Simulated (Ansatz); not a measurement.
All numbers below come from DFT PBE, scalar-relativistic, plane waves, PAW in Ansatz. All cells share a 420 eV cutoff and Γ-centred k meshes spaced at most about 0.3 Å⁻¹ (about 0.25 or finer for metals, 2π included). No spin polarisation in the final relaxations.

These are static total energies at zero pressure.

Compare these two cells of ScAl3, each relaxed at this level.

A.

```yaml
crystal:
  lattice:
    - [4.68099, 2.70257, 0.94927]
    - [-4.68099, 2.70257, 0.94927]
    - [0.00000, -5.40515, 0.94927]
  atoms:
    - { symbol: Sc, position: [0.50000, 0.50000, 0.50000] }
    - { symbol: Al, position: [0.00000, 0.00000, 0.50000] }
    - { symbol: Al, position: [0.00000, 0.50000, 0.00000] }
    - { symbol: Al, position: [0.50000, 0.00000, 0.00000] }
```

B.

```yaml
crystal:
  lattice:
    - [2.86671, -4.14229, 0.00000]
    - [2.86671, 4.14229, 0.00000]
    - [0.00000, 0.00000, 3.04919]
  atoms:
    - { symbol: Sc, position: [0.50000, 0.50000, 0.00000] }
    - { symbol: Al, position: [0.00000, 0.00000, 0.00000] }
    - { symbol: Al, position: [0.50000, 0.00000, 0.50000] }
    - { symbol: Al, position: [0.00000, 0.50000, 0.50000] }
```

Problem. Which is lower in energy, and by how much?

Solution. B is lower, by 114 meV/atom. A has Sc and Al ordered on bcc sites, space group R-3m (No. 166), 18.0 Å³/atom and no gap on its mesh; B has Sc and Al ordered on fcc sites, space group Cmmm (No. 65), 18.1 Å³/atom and no gap. Counting all near atoms (those within 1.25 times the shortest distance at each site; a plus sign parts nearer from farther groups), A has Sc 8+6, Al 8+6 and B has Sc 12, Al 12. In A, Sc is surrounded by 2 Sc at 2.85 Å, 6 Al at 2.86 Å and 6 Al at 3.30 Å; Al is surrounded by 6 Al at 2.85–2.86 Å, 2 Sc at 2.86 Å, 2 Sc at 3.30 Å and 4 Al at 3.30 Å. In B, Sc has 10 Al at 2.87–2.94 Å and 2 Sc at 3.05 Å; Al on a site of symmetry mmm is surrounded by 2 Sc at 2.87 Å and 10 Al at 2.94–3.05 Å; Al on a site of symmetry 2/m has 8 Al at 2.87–3.05 Å and 4 Sc at 2.94 Å. Both come from invented guesses. A third cell relaxed alike, in I4/mmm, lies 87 meV/atom below the lower of the two.

Cells relaxed within their symmetry can be saddle points.
